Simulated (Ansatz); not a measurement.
Crystal: Ga2O3.

```
Ga O
1.0
     6.10700   -1.51855    0.00000
     6.10700    1.51855    0.00000
    -1.38599    0.00000    5.63001
Ga O
4 6
Cartesian
  3.2184 0.0000 3.8621
  7.6096 0.0000 1.7679
  10.8240 0.0000 1.1564
  0.0041 0.0000 4.4736
  5.1267 0.0000 4.1853
  5.7013 0.0000 1.4447
  9.4919 0.0000 2.4592
  1.3361 0.0000 3.1708
  8.9710 0.0000 5.0118
  1.8570 0.0000 0.6182
```

| Quantity | Value |
| --- | --- |
| Program | Ansatz 0.2.0 |
| Task | relaxation of cell and atoms |
| Functional | PBE |
| Potentials or basis | Ansatz PAW earlier set |
| Cutoff | 1300 eV |
| Density cutoff | 10400 eV |
| k mesh | 9 × 9 × 5 |
| Occupations | fermi-dirac, width 0.05 eV |
| Spin | no spin polarisation |

At the start: volume 10.44 Å³/atom.

Where does the relaxation end?

It ends after 7 steps and the volume is 10.96 Å³/atom (+5.0 %); space group C2/m (No. 12, to 0.05 Å).

The path:
| step | energy change (eV) | largest force (eV/Å) | volume (Å³) |
| --- | --- | --- | --- |
| 1 | 0.0000 | 0.2194 | 104.42 |
| 2 | -0.1155 | 0.1298 | 107.37 |
| 3 | -0.1431 | 0.0272 | 109.46 |
| 4 | -0.1435 | 0.0120 | 109.63 |
| 5 | -0.1435 | 0.0143 | 109.61 |
| 6 | -0.1436 | 0.0018 | 109.61 |
| 7 | -0.1442 | 0.0018 | 109.61 |

Final structure:
```xyz
10
Lattice="6.2275 -1.5415 0.0118 6.2275 1.5415 0.0118 -1.4024 0.0000 5.7066" Properties=species:S:1:pos:R:3 pbc="T T T"
Ga    3.2914    0.0000    3.9224
Ga    7.7612    0.0000    1.8079
Ga   11.0476    0.0000    1.1932
Ga    0.0050    0.0000    4.5370
O     5.2345    0.0000    4.2536
O     5.8181    0.0000    1.4767
O     9.6806    0.0000    2.5054
O     1.3720    0.0000    3.2248
O     9.1694    0.0000    5.1038
O     1.8832    0.0000    0.6265
```

Caveat: the plane-wave basis is chosen anew once the cell has moved, so the energies of steps on either side of that aren't comparable.
